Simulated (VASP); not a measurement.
# Ir (P6_3/mmc) in VASP: notebook

Runs on Ir. Level: PBE. Tasks: single point.

Everything below comes from runs of VASP 6.6.1. Logs are shortened: lines on timing, memory, paths and dates and some standing lists are left out, and cuts for length are marked.

**1. The crystal as given**

It takes space group P6_3/mmc (No. 194, hexagonal). The conventional cell has a = 2.751 Å, b = 2.751 Å, c = 4.462 Å, α = 90.00°, β = 90.00°, γ = 120.00°. Ir (site symmetry -6m2) is surrounded by 12 Ir at 2.74 to 2.75 Å.

This isn't the form of Ir at room conditions, which is fcc.

**2. Single point, PBE**

File INCAR:

```
SYSTEM = Ir
ADDGRID = .FALSE. ; ALGO = Normal
EDIFF = 1E-6 ; ENCUT = 280
GGA = PE ; ISIF = 2
ISMEAR = 0 ; LASPH = .TRUE.
LCHARG = .FALSE. ; LREAL = .FALSE.
LWAVE = .FALSE. ; NELM = 100
PREC = Accurate ; SIGMA = 0.2
```

File KPOINTS:

```
k-points
0
G
  10 10 5
  0 0 0
```

File POSCAR:

```
Ir
1.0
    2.7513778946      0.0000000000      0.0000000000
   -1.3756889473      2.3827631521      0.0000000000
    0.0000000000      0.0000000000      4.4622900000
Ir
2
Direct
    0.3333333333      0.6666666667      0.2500000000
    0.6666666667      0.3333333333      0.7500000000
```

Potentials or basis: VASP PAW PBE potentials, release 64 (Ir).

On the command line:

```bash
$ cat potpaw_PBE.64/Ir/POTCAR > POTCAR
$ mpirun -np 1 vasp_std > vasp.out
```

OUTCAR:

```text
SYSTEM = Ir
   EDIFF = 1E-6
   ENCUT = 280
   GGA = PE
   ISIF = 2
   ISMEAR = 0
   LASPH = .TRUE.
   LREAL = .FALSE.
   NELM = 100
   PREC = Accurate

 Found     42 irreducible k-points:

 Following reciprocal coordinates:
            Coordinates               Weight
  0.000000  0.000000  0.000000      1.000000
  0.100000 -0.000000  0.000000      6.000000
  0.200000 -0.000000  0.000000      6.000000
  0.300000  0.000000  0.000000      6.000000
  0.400000 -0.000000  0.000000      6.000000
  0.500000 -0.000000  0.000000      3.000000
   k-points           NKPTS =     42   k-points in BZ     NKDIM =     42   number of bands    NBANDS=     13
   number of dos      NEDOS =    301   number of ions     NIONS =      2
   total plane-waves  NPLWV =   6144
   dimension x,y,z NGX =    16 NGY =   16 NGZ =   24
   dimension x,y,z NGXF=    32 NGYF=   32 NGZF=   48
   ions per type =               2
   NGX,Y,Z   is equivalent  to a cutoff of   9.67,  9.67,  8.94 a.u.
   NGXF,Y,Z  is equivalent  to a cutoff of  19.34, 19.34, 17.88 a.u.
 SYSTEM =  Ir
   PREC   = accura    normal or accurate (medium, high low for compatibility)
   ISTART =      0    job   : 0-new  1-cont  2-samecut
   ICHARG =      2    charge: 1-file 2-atom 10-const
   ISPIN  =      1    spin polarized calculation?
   LNONCOLLINEAR =      F non collinear calculations
   LSORBIT =      F    spin-orbit coupling
   LASPH  =      T    aspherical Exc in radial PAW
   ENCUT  =  280.0 eV  20.58 Ry    4.54 a.u.   3.75  3.75  6.09*2*pi/ulx,y,z
   NELM   =    100;   NELMIN=  2; NELMDL= -5     # of ELM steps
   EDIFF  = 0.1E-05   stopping-criterion for ELM
[... 8 lines left out ...]
   TEBEG  =    0.0;   TEEND  =   0.0 temperature during run
   PSTRESS=    0.0 pullay stress
   NELECT =      18.0000    total number of electrons
   NUPDOWN=      -1.0000    fix difference up-down
   EMIN   =  10.00;   EMAX   =-10.00  energy-range for DOS
   EFERMI =   0.00;   METHOD = LEGACY
   ISMEAR =     0;   SIGMA  =   0.20  broadening in eV -4-tet -1-fermi 0-gaus
   EFERMI_NEDOS =   21; number of points for ismear=-14 and -15
   IALGO  =     38    algorithm
   IMIX   =      4    mixing-type and parameters
     AMIX     =   0.40;   BMIX     =  1.00
     AMIX_MAG =   1.60;   BMIX_MAG =  1.00
  volume/ion in A,a.u.               =      14.63        98.71
  Fermi-wavevector in a.u.,A,eV,Ry     =   1.392417  2.631287 26.379323  1.938826
  Thomas-Fermi vector in A             =   2.516162
   LORBIT       =      0    0 simple, 1 ext, 2 COOP (PROOUT), +10 PAW based schemes
   GGA     = PE    functional components
   LHFCALC =     F    Hartree Fock is set to
   AEXX    =    0.0000 exact exchange contribution
   IVDW    =     0    specifies the selected vdW correction
   LEPSILON=     F    determine dielectric tensor
   LRPA    =     F    only Hartree local field effects (RPA)
 non-spin polarized calculation
 Gauss-broadening in eV      SIGMA  =   0.20
  energy-cutoff  :      280.00
  volume of cell :       29.25
 maximum number of plane-waves:       318
 NGX is ok and might be reduce to    16
   NGX =  7   NGY =  7   NGZ = 13

 number of electron      17.9999987 magnetization

 Free energy of the ion-electron system (eV)
  ---------------------------------------------------
  ext. energy  EPLUGINS =         0.00000000
  ---------------------------------------------------
  free energy    TOTEN  =       -17.56525245 eV

  energy without entropy =      -17.50598447  energy(sigma->0) =      -17.53561846

 E-fermi :   9.9596     XC(G=0): -13.7909

 val. band max:        9.9181108096   @ k =   0.4000   0.2000   0.0000
 cond. band min:       9.9598005854   @ k =   0.4000   0.2000   0.2000
 fundamental gap:      0.0416897759
 Fermi energy:         9.9595600328

 k-point     1 :       0.0000    0.0000    0.0000
  band No.  band energies     occupation
      1      -0.9294      2.00000
      2       2.1036      2.00000
      3       6.2047      2.00000
      4       6.2872      2.00000
      5       6.2872      2.00000
      6       6.9100      2.00000
      7       6.9100      2.00000
      8       7.7017      2.00000
      9       7.7017      2.00000
     10       9.2267      2.00000
     11      10.2311      0.05486
     12      10.2311      0.05486
     13      16.7409      0.00000

 k-point     2 :       0.1000   -0.0000    0.0000
  band No.  band energies     occupation
      1      -0.5544      2.00000
      2       2.4319      2.00000
      3       5.7251      2.00000
      4       6.6006      2.00000
      5       6.6363      2.00000
      6       6.7885      2.00000
      7       7.1774      2.00000
      8       7.2025      2.00000
      9       7.4791      2.00000
     10       8.0113      2.00000
     11      10.3568      0.00497
     12      12.0802      0.00000
     13      16.6850      0.00000

 k-point     3 :       0.2000   -0.0000    0.0000
  band No.  band energies     occupation
      1       0.4683      2.00000
      2       3.1455      2.00000
      3       5.2344      2.00000
      4       5.6934      2.00000
      5       6.2603      2.00000
      6       6.9927      2.00000
      7       7.4369      2.00000
      8       7.4882      2.00000
      9       7.4939      2.00000
     10       8.0290      2.00000
     11      10.5897      0.00001
     12      14.5271      0.00000
     13      16.5159      0.00000

 k-point     4 :       0.3000    0.0000    0.0000
  band No.  band energies     occupation
      1       1.7486      2.00000
      2       3.2686      2.00000
      3       4.4378      2.00000
      4       5.4438      2.00000
      5       6.2731      2.00000
      6       6.5011      2.00000
      7       6.9917      2.00000
      8       8.7454      2.00000
      9       8.7950      2.00000
     10       9.2140      2.00000
     11      10.7677      0.00000
     12      16.4097      0.00000
     13      16.9743      0.00000

 k-point     5 :       0.4000   -0.0000    0.0000
  band No.  band energies     occupation
      1       2.5564      2.00000
      2       2.9229      2.00000
      3       3.6459      2.00000
      4       6.0902      2.00000
      5       6.1569      2.00000
      6       6.6752      2.00000
      7       6.9169      2.00000
      8      10.0748      0.41501
      9      10.4200      0.00113
     10      10.6950      0.00000
     11      10.8587      0.00000
     12      16.8472      0.00000
     13      17.0240      0.00000

 k-point     6 :       0.5000   -0.0000    0.0000
  band No.  band energies     occupation
      1       2.7021      2.00000
      2       2.7956      2.00000
      3       3.3769      2.00000
      4       6.0347      2.00000
      5       6.5612      2.00000
      6       6.6528      2.00000
      7       7.1093      2.00000
      8      10.6192      0.00000
      9      10.8848      0.00000
     10      11.0130      0.00000
     11      12.7909      0.00000
     12      14.2037      0.00000
     13      18.0020      0.00000

 [... further k-points ...]
[... 5 lines left out ...]
  --------------------------------------------------------------------------------------
  -------------------------------------------------------------------------------------
  Total       -0.4903044     -0.4903044      0.2296199      0.0000000      0.0000000      0.0000000
  in kB      -26.8526667    -26.8526667     12.5756716      0.0000000      0.0000000      0.0000000
  external PRESSURE =     -13.7098873 kB  Pullay stress =       0.0000000 kB

 VOLUME and BASIS-vectors are now :
 -----------------------------------------------------------------------------
  energy-cutoff  :      280.00
  volume of cell :       29.25
      direct lattice vectors                 reciprocal lattice vectors
     2.751377895  0.000000000  0.000000000     0.363454254  0.209840411  0.000000000
    -1.375688947  2.382763152  0.000000000     0.000000000  0.419680823  0.000000000
     0.000000000  0.000000000  4.462290000     0.000000000  0.000000000  0.224100182

 POSITION                                       TOTAL-FORCE (eV/Angst)
 -----------------------------------------------------------------------------------
     -0.00000      1.58851      1.11557        -0.000000     -0.000000      0.000000
      1.37569      0.79425      3.34672         0.000000      0.000000      0.000000
 -----------------------------------------------------------------------------------
    total drift:                                0.000000     -0.000000     -0.000000

  FREE ENERGIE OF THE ION-ELECTRON SYSTEM (eV)
  ---------------------------------------------------
  free  energy   TOTEN  =       -17.5652524545 eV

  energy  without entropy=      -17.5059844715  energy(sigma->0) =      -17.53561846
```

OSZICAR:

```text
N       E                     dE             d eps       ncg     rms          rms(c)
DAV:   1     0.957868280677E+02    0.95787E+02   -0.58160E+03  1092   0.844E+02
DAV:   2    -0.149938349082E+02   -0.11078E+03   -0.10281E+03  1112   0.306E+02
DAV:   3    -0.186209255736E+02   -0.36271E+01   -0.34595E+01  1362   0.576E+01
DAV:   4    -0.186652402747E+02   -0.44315E-01   -0.44221E-01  1137   0.623E+00
DAV:   5    -0.186662990285E+02   -0.10588E-02   -0.10587E-02  1325   0.922E-01    0.199E+01
DAV:   6    -0.177411163051E+02    0.92518E+00   -0.15311E+00  1247   0.168E+01    0.834E+00
DAV:   7    -0.175771935096E+02    0.16392E+00   -0.48072E-01  1327   0.904E+00    0.220E+00
DAV:   8    -0.175687517111E+02    0.84418E-02   -0.54887E-03  1167   0.801E-01    0.107E+00
DAV:   9    -0.175652358601E+02    0.35159E-02   -0.52443E-03  1272   0.103E+00    0.291E-02
DAV:  10    -0.175652490916E+02   -0.13232E-04   -0.21437E-05  1327   0.431E-02    0.121E-02
DAV:  11    -0.175652524004E+02   -0.33088E-05   -0.22351E-06  1082   0.129E-02    0.201E-03
DAV:  12    -0.175652524545E+02   -0.54075E-07   -0.10382E-07   611   0.349E-03
   1 F= -.17565252E+02 E0= -.17535618E+02  d E =-.592680E-01
```

stdout:

```text
POSCAR found type information on POSCAR Ir
 POSCAR found :  1 types and       2 ions
 scaLAPACK will be used
 LDA part: xc-table for (Slater+PW92), standard interpolation
 POSCAR, INCAR and KPOINTS ok, starting setup
 FFT: planning ... GRIDC
 FFT: planning ... GRID_SOFT
 FFT: planning ... GRID
 WAVECAR not read
 entering main loop
```

Wall time 5.3 s (1 thread of Intel Xeon Platinum 8375C at 2.90GHz (Ice Lake), shared host); peak memory 0.12 GiB.

The run converged, but some of its settings lie outside the range that counts as converged, so its numbers aren't taken as properties of the crystal.

Results:

* Free energy: -17.5653 eV
* Pressure: -1.4 GPa
* Band gap on the k mesh: none (metal or under the smearing width)

(Part 1 of 2 ends here.)
